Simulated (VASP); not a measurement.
# BAs (F-43m) in VASP: notebook

One crystal, BAs, is run at these levels: PBE, r2SCAN; tasks: evGW0 quasiparticle levels, elastic constants.

All numbers are computed with VASP 6.6.1; they aren't measurements. Logs are shortened: lines on timing, memory, paths and dates and some standing lists are left out, and cuts for length are marked.

### 1 Starting point

The structure is cubic, space group F-43m (No. 216). The conventional cell has a = 4.777 Å, b = 4.777 Å, c = 4.777 Å, α = 90.00°, β = 90.00°, γ = 90.00°. Around B (site symmetry -43m) lie 4 As at 2.07 Å. As (site symmetry -43m) is surrounded by 4 B at 2.07 Å.

### 2 EvGW0 quasiparticle levels, PBE

The input, POSCAR:

```
BAs                                     
1.0
    0.0000000000      2.3885000000      2.3885000000
    2.3885000000      0.0000000000      2.3885000000
    2.3885000000      2.3885000000      0.0000000000
  B               As            
     1     1
Direct
     0.0000000000000000    0.0000000000000000    0.0000000000000000
     0.2500000000000000    0.2500000000000000    0.2500000000000000
```

The input, INCAR.step1:

```
SYSTEM = BAs
ALGO     = Normal         ! electronic algorithm
EDIFF    = 1E-8           ! SCF threshold, eV
ENCUT    = 500            ! plane-wave cutoff, eV
GGA      = PE             ! functional
ISMEAR   = 0              ! smearing method
KPAR     = 4            
LASPH    = .TRUE.         ! aspherical terms in the spheres
LCHARG   = .FALSE.        ! write CHGCAR
LREAL    = .FALSE.        ! projectors in reciprocal space
LWAVE    = .TRUE.         ! write WAVECAR
NELM     = 80             ! most SCF steps
PREC     = Accurate       ! precision mode
SIGMA    = 0.01           ! smearing width, eV
```

The input, INCAR.step2:

```
SYSTEM = BAs
ALGO     = Exact          ! electronic algorithm
EDIFF    = 1E-8           ! SCF threshold, eV
ENCUT    = 500            ! plane-wave cutoff, eV
GGA      = PE             ! functional
ISMEAR   = 0              ! smearing method
ISTART   = 1            
KPAR     = 4            
LASPH    = .TRUE.         ! aspherical terms in the spheres
LCHARG   = .FALSE.        ! write CHGCAR
LOPTICS  = .TRUE.         ! frequency-dependent dielectric function
LREAL    = .FALSE.        ! projectors in reciprocal space
LWAVE    = .TRUE.         ! write WAVECAR
NBANDS   = 105            ! bands
NELM     = 1              ! most SCF steps
PREC     = Accurate       ! precision mode
SIGMA    = 0.01           ! smearing width, eV
```

The input, INCAR.step3:

```
SYSTEM = BAs
ALGO     = EVGW0          ! electronic algorithm
EDIFF    = 1E-8           ! SCF threshold, eV
ENCUT    = 500            ! plane-wave cutoff, eV
ENCUTGW  = 150            ! cutoff of the response function
GGA      = PE             ! functional
ISMEAR   = 0              ! smearing method
ISTART   = 1            
KPAR     = 4            
LASPH    = .TRUE.         ! aspherical terms in the spheres
LCHARG   = .FALSE.        ! write CHGCAR
LREAL    = .FALSE.        ! projectors in reciprocal space
LWAVE    = .FALSE.        ! write WAVECAR
NBANDS   = 105            ! bands
NBANDSGW = 12           
NELMGW   = 4            
NOMEGA   = 48             ! frequency points
PREC     = Accurate       ! precision mode
PRECFOCK = Fast         
SIGMA    = 0.01           ! smearing width, eV
```

The input, KPOINTS:

```
k-points
0
G
  6 6 6
  0 0 0
```

Potentials or basis: VASP PAW PBE potentials, release 64 (B_GW, As_GW).

Run with:

```console
$ cat potpaw_PBE.64/B_GW/POTCAR potpaw_PBE.64/As_GW/POTCAR > POTCAR
$ cp INCAR.step1 INCAR
$ mpirun -np 4 vasp_std > vasp.out
$ cp INCAR.step2 INCAR
$ mpirun -np 4 vasp_std > vasp.out
$ cp INCAR.step3 INCAR
$ mpirun -np 4 vasp_std > vasp.out
```

OUTCAR:

```text
SYSTEM = BAs
   EDIFF = 1E-8
   ENCUT = 500
   ENCUTGW = 150
   GGA = PE
   ISMEAR = 0
   ISTART = 1
   LASPH = .TRUE.
   LREAL = .FALSE.
   NELMGW = 4
   PREC = Accurate
   PRECFOCK = Fast

 ion  position               nearest neighbor table
   1  0.000  0.000  0.000-   2 2.07   2 2.07   2 2.07   2 2.07
   2  0.250  0.250  0.250-   1 2.07   1 2.07   1 2.07   1 2.07

  LATTYP: Found a face centered cubic cell.
 ALAT       =     4.7770000000

  Lattice vectors:

 A1 = (   0.0000000000,   2.3885000000,   2.3885000000)
 A2 = (   2.3885000000,   0.0000000000,   2.3885000000)
 A3 = (   2.3885000000,   2.3885000000,   0.0000000000)

Analysis of symmetry for initial positions (statically):
=====================================================================
 Subroutine PRICEL returns:
 Original cell was already a primitive cell.

 Routine SETGRP: Setting up the symmetry group for a
 face centered cubic supercell.

 Subroutine GETGRP returns: Found 24 space group operations
 (whereof 24 operations were pure point group operations)
 out of a pool of 48 trial point group operations.

The static configuration has the point symmetry T_d .

Analysis of symmetry for dynamics (positions and initial velocities):
=====================================================================
 Subroutine PRICEL returns:
 Original cell was already a primitive cell.

 Routine SETGRP: Setting up the symmetry group for a
 face centered cubic supercell.

 Subroutine GETGRP returns: Found 24 space group operations
 (whereof 24 operations were pure point group operations)
 out of a pool of 48 trial point group operations.

The dynamic configuration has the point symmetry T_d .

 Subroutine INISYM returns: Found 24 space group operations
 (whereof 24 operations are pure point group operations),
 and found     1 'primitive' translations

----------------------------------------------------------------------------------------

                                     Primitive cell

  volume of cell :      27.2525

  direct lattice vectors                    reciprocal lattice vectors
     0.000000000  2.388500000  2.388500000    -0.209336404  0.209336404  0.209336404
     2.388500000  0.000000000  2.388500000     0.209336404 -0.209336404  0.209336404
     2.388500000  2.388500000  0.000000000     0.209336404  0.209336404 -0.209336404

  length of vectors
     3.377849094  3.377849094  3.377849094     0.362581287  0.362581287  0.362581287

  position of ions in fractional coordinates (direct lattice)
     0.000000000  0.000000000  0.000000000
     0.250000000  0.250000000  0.250000000

  ion indices of the primitive-cell ions
   primitive index   ion index
                 1           1
                 2           2

----------------------------------------------------------------------------------------

 KPOINTS: k-points

Automatic generation of k-mesh.
 Grid dimensions read from file:
 generate k-points for:    6    6    6

 Generating k-lattice:

  Cartesian coordinates                     Fractional coordinates (reciprocal lattice)
    -0.034889401  0.034889401  0.034889401     0.166666667  0.000000000  0.000000000
     0.034889401 -0.034889401  0.034889401     0.000000000  0.166666667  0.000000000
     0.034889401  0.034889401 -0.034889401     0.000000000  0.000000000  0.166666667

  Length of vectors
     0.060430214  0.060430214  0.060430214

  Shift w.r.t. Gamma in fractional coordinates (k-lattice)
     0.000000000  0.000000000  0.000000000

 Subroutine IBZKPT returns following result:
 ===========================================

 Found     16 irreducible k-points:

 Following reciprocal coordinates:
            Coordinates               Weight
  0.000000  0.000000  0.000000      1.000000
  0.166667  0.000000  0.000000      8.000000
  0.333333  0.000000  0.000000      8.000000
  0.500000  0.000000  0.000000      4.000000
  0.166667  0.166667  0.000000      6.000000
  0.333333  0.166667  0.000000     24.000000
[... 8 lines left out ...]
 -0.333333  0.333333  0.166667     24.000000
 -0.333333  0.500000  0.166667     12.000000
   k-points           NKPTS =     16   k-points in BZ     NKDIM =    216   number of bands    NBANDS=    105
   number of dos      NEDOS =    301   number of ions     NIONS =      2
   total plane-waves  NPLWV =  21952
   dimension x,y,z NGX =    28 NGY =   28 NGZ =   28
   dimension x,y,z NGXF=    56 NGYF=   56 NGZF=   56
   ions per type =               1   1
   NGX,Y,Z   is equivalent  to a cutoff of  13.78, 13.78, 13.78 a.u.
   NGXF,Y,Z  is equivalent  to a cutoff of  27.56, 27.56, 27.56 a.u.
 SYSTEM =  BAs
   PREC   = accura    normal or accurate (medium, high low for compatibility)
   ISTART =      1    job   : 0-new  1-cont  2-samecut
   ICHARG =      0    charge: 1-file 2-atom 10-const
   ISPIN  =      1    spin polarized calculation?
   LNONCOLLINEAR =      F non collinear calculations
   LSORBIT =      F    spin-orbit coupling
   LASPH  =      T    aspherical Exc in radial PAW
   ENCUT  =  500.0 eV  36.75 Ry    6.06 a.u.   6.16  6.16  6.16*2*pi/ulx,y,z
   NELM   =     60;   NELMIN=  2; NELMDL=  0     # of ELM steps
   EDIFF  = 0.1E-07   stopping-criterion for ELM
   LREAL  =      F    real-space projection
   EDIFFG = 0.1E-06   stopping-criterion for IOM
   NSW    =      0    number of steps for IOM
   IBRION =     -1    ionic relax: 0-MD 1-quasi-New 2-CG
   NFREE  =      0    steps in history (QN), initial steepest desc. (CG)
   ISIF   =      0    stress and relaxation
   ISYM   =      3    0-nonsym 1-usesym 2-fastsym
   POTIM  = 0.5000    time-step for ionic-motion
   TEBEG  =    0.0;   TEEND  =   0.0 temperature during run
   PSTRESS=    0.0 pullay stress
   NELECT =       8.0000    total number of electrons
   NUPDOWN=      -1.0000    fix difference up-down
   EMIN   =  10.00;   EMAX   =-10.00  energy-range for DOS
   EFERMI =   0.00;   METHOD = LEGACY
   ISMEAR =     0;   SIGMA  =   0.01  broadening in eV -4-tet -1-fermi 0-gaus
   EFERMI_NEDOS =   21; number of points for ismear=-14 and -15
   IALGO  =     38    algorithm
   IMIX   =      4    mixing-type and parameters
     AMIX     =   0.40;   BMIX     =  1.00
     AMIX_MAG =   1.60;   BMIX_MAG =  1.00
  volume/ion in A,a.u.               =      13.63        91.95
  Fermi-wavevector in a.u.,A,eV,Ry     =   1.088018  2.056057 16.106360  1.183784
  Thomas-Fermi vector in A             =   2.224191
   LORBIT       =      0    0 simple, 1 ext, 2 COOP (PROOUT), +10 PAW based schemes
   GGA     = PE    functional components
   LHFCALC =     T    Hartree Fock is set to
   PRECFOCK=fast      Normal, Fast or Accurate (Low or Medium for compatibility)
   ENCUT4O =  -1.0   cutoff for four orbital integrals eV
   NKREDX  =     1    reduce k-point grid by
   NKREDY  =     1    reduce k-point grid by
   NKREDZ  =     1    reduce k-point grid by
   AEXX    =    1.0000 exact exchange contribution
   HFSCREEN=    0.0000 screening length (either q_TF or 0.3 A-1)
   HFSCREENC=   0.0000 screening length for correlation (either q_TF or 0.3 A-1)
   ENCUTFOCK=  -1.0 apply spherical cutoff to Coloumb kernel
   IVDW    =     0    specifies the selected vdW correction
   LEPSILON=     F    determine dielectric tensor
   LRPA    =     F    only Hartree local field effects (RPA)
   LRPAFORCE           =     F    calculate RPA forces
   ENCUTGW             = 150.0    cutoff for response function in eV
   ENCUTGWSOFT         = 120.0    soft cutoff for Coulomb kernel in GW response function in eV
   ENCUTLF             =  -1.0    cutoff for local field effects
   NELMGW              =     4    number of iterations in solving QP/BSE equation
   NELMHF              =     1    number of iterations in the inner HF iteration
   NKREDLFX            =     1    NKREDLFY  =   1   NKREDLFZ  =   1
 non-spin polarized calculation
 Gauss-broadening in eV      SIGMA  =   0.01
  energy-cutoff  :      500.00
  volume of cell :       27.25
 maximum number of plane-waves:       701
 NGX is ok and might be reduce to    28
  NGX = 14; NGY = 14; NGZ = 14
   NGX = 13   NGY = 13   NGZ = 13
 maximum number of plane-waves:       122

 QP shifts <psi_nk| G(iteration)W_0 |psi_nk>: iteration 1
 for sc-GW calculations column KS-energies equals QP-energies in previous step
 and V_xc(KS)=  KS-energies - (<T + V_ion + V_H > + <T+V_H+V_ion>^1  + <V_x>^1)

 k-point   1 :       0.0000    0.0000    0.0000
  band No.  KS-energies  QP-energies   sigma(KS)   V_xc(KS)     V^pw_x(r,r')   Z            occupation Imag(sigma)

      1      -9.2365     -10.0024     -12.7527     -11.6541     -19.6017       0.6972       2.0000       1.2345
      2       6.1697       5.6543     -13.2436     -12.5888     -13.9922       0.7873       2.0000       0.0739
      3       6.1697       5.6543     -13.2436     -12.5888     -13.9922       0.7873       2.0000       0.0739
      4       6.1697       5.6543     -13.2436     -12.5888     -13.9922       0.7873       2.0000       0.0739
      5       9.4431       9.7515     -10.9926     -11.3860      -6.7558       0.7840       0.0000      -0.0613
      6       9.4431       9.7515     -10.9926     -11.3860      -6.7558       0.7840       0.0000      -0.0613
      7       9.4431       9.7515     -10.9926     -11.3860      -6.7558       0.7840       0.0000      -0.0613
      8      10.8301      11.3964     -11.8690     -12.6158      -6.6645       0.7583       0.0000      -0.0959
      9      15.7381      15.7682      -8.9037      -8.9423      -3.1114       0.7796       0.0000      -0.2642
     10      19.1183      19.1705     -10.3416     -10.4088      -4.3900       0.7775       0.0000      -0.3478
     11      19.1183      19.1705     -10.3416     -10.4088      -4.3900       0.7775       0.0000      -0.3478
     12      20.5324      20.5660      -8.9982      -9.0415      -2.5290       0.7768       0.0000      -0.4873

 k-point   2 :       0.1667    0.0000    0.0000
  band No.  KS-energies  QP-energies   sigma(KS)   V_xc(KS)     V^pw_x(r,r')   Z            occupation Imag(sigma)
[... 999 lines left out ...]
      1      -5.6918      -5.7001     -13.1008       7.3978     -18.2496       0.7316       2.0000       0.6395
      2      -3.0467      -3.0545     -13.0277       9.9701     -17.4813       0.7179       2.0000       0.4168
      3       0.1414       0.1363     -12.1730      12.3077     -14.7495       0.7547       2.0000       0.1467
      4       0.3438       0.3389     -12.1975      12.5348     -14.6988       0.7556       2.0000       0.1413
      5      10.0624      10.0622     -10.4395      20.5016      -5.7484       0.7847       0.0000      -0.0833
      6      10.4428      10.4426     -10.4921      20.9347      -5.7123       0.7838       0.0000      -0.0885
      7      15.1663      15.1670     -11.1723      26.3395      -4.9376       0.7481       0.0000      -0.2588
      8      15.4661      15.4668     -10.9599      26.4269      -4.8189       0.7543       0.0000      -0.2611
      9      18.8595      18.8608     -11.3737      30.2349      -4.1669       0.7386       0.0000      -0.5129
     10      22.1958      22.1967     -11.3038      33.5008      -4.1521       0.7528       0.0000      -0.7612
     11      22.1194      22.1203     -10.3659      32.4864      -3.3690       0.7598       0.0000      -0.6457
     12      25.2428      25.2435     -10.6428      35.8866      -3.4523       0.7546       0.0000      -0.9426
```

Wall time 1.9 min (4 MPI ranks of Intel Xeon 6975P-C (Granite Rapids), shared host); peak memory 0.47 GiB.

What came out:

```
Band gap on the k mesh, mean-field level : 1.27 eV, indirect (least direct gap 3.27 eV)
Quasiparticle gap                        : 1.96 eV
Least direct quasiparticle gap           : 4.21 eV
```

Quasiparticle gap after each update of the energies (eV): 1.87, 1.95, 1.96, 1.96

Caveat: bands, screening cutoff and mesh are small and nothing is extrapolated, so the quasiparticle values aren't converged. A k mesh can miss the band edges.

### 3 Elastic constants, r2SCAN

This run uses another cell than the first one, of 13.71 Å³/atom, 1.006 times its volume.

The input, POSCAR:

```
BAs
1.0
    0.0000000000      2.3931785067      2.3931785067
    2.3931785067      0.0000000000      2.3931785067
    2.3931785067      2.3931785067      0.0000000000
  B               As
     1     1
Direct
     0.0000000000000000    0.0000000000000000    0.0000000000000000
     0.2500000000000000    0.2500000000000000    0.2500000000000000
```

The input, INCAR.step1:

```
  PREC = Accurate
  ENCUT = 600
  EDIFF = 1E-8
  ISMEAR = 0
  SIGMA = 0.03
  LREAL = False
  LASPH = True
  NELM = 80
  ALGO = Normal
  ISIF = 3
  LWAVE = False
  LCHARG = False
  METAGGA = R2SCAN
  LMIXTAU = True
  IBRION = 2
  NSW = 40
  EDIFFG = -0.002
```

The input, INCAR.step2:

```
  PREC = Accurate
  ENCUT = 600
  EDIFF = 1E-8
  ISMEAR = 0
  SIGMA = 0.03
  LREAL = False
  LASPH = True
  NELM = 80
  ALGO = Normal
  ISIF = 3
  LWAVE = False
  LCHARG = False
  METAGGA = R2SCAN
  LMIXTAU = True
  IBRION = 6
  NFREE = 2
  POTIM = 0.015
  NSW = 1
```

The input, KPOINTS:

```
Automatic mesh
0
Gamma
  10 10 10
```

Potentials or basis: VASP PAW PBE potentials, release 64 (B, As).

Run with:

```console
$ cat potpaw_PBE.64/B/POTCAR potpaw_PBE.64/As/POTCAR > POTCAR
$ cp INCAR.step1 INCAR
$ mpirun -np 1 vasp_std > vasp.out
$ cp CONTCAR POSCAR
$ cp INCAR.step2 INCAR
$ mpirun -np 1 vasp_std > vasp.out
```

Wall time 45 min (1 thread of Intel Xeon Platinum 8259CL at 2.50GHz (Skylake/Cascade Lake), shared host); peak memory 0.3 GiB.

The run converged. Its results:

| Item | Value |
| --- | --- |
| Elastic constants C11, C12, C44 | 290, 68, 157 GPa |
| Voigt bulk modulus | 142 GPa |
| Highest phonon frequency at Γ, LO-TO splitting left out | 700 cm⁻¹ |

Phonon frequencies in cm⁻¹ (negative: imaginary):
```tsv
q point	frequencies
(0.000, 0.000, 0.000)	0 0 0 700 700 700
```

Elastic tensor in Voigt notation (GPa, in the Cartesian axes of the cell as first typed):
```
290  68  68   0   0   0
 68 290  68   0   0   0
 68  68 290   0   0   0
  0   0   0 157   0   0
  0   0   0   0 157   0
  0   0   0   0   0 157
```

Clamped-ion elastic tensor (GPa):
```
290  68  68   0   0   0
 68 290  68   0   0   0
 68  68 290   0   0   0
  0   0   0 173   0   0
  0   0   0   0 173   0
  0   0   0   0   0 173
```

Caveat: the PAW data sets were made with another functional, which shifts forces and pressure a little.
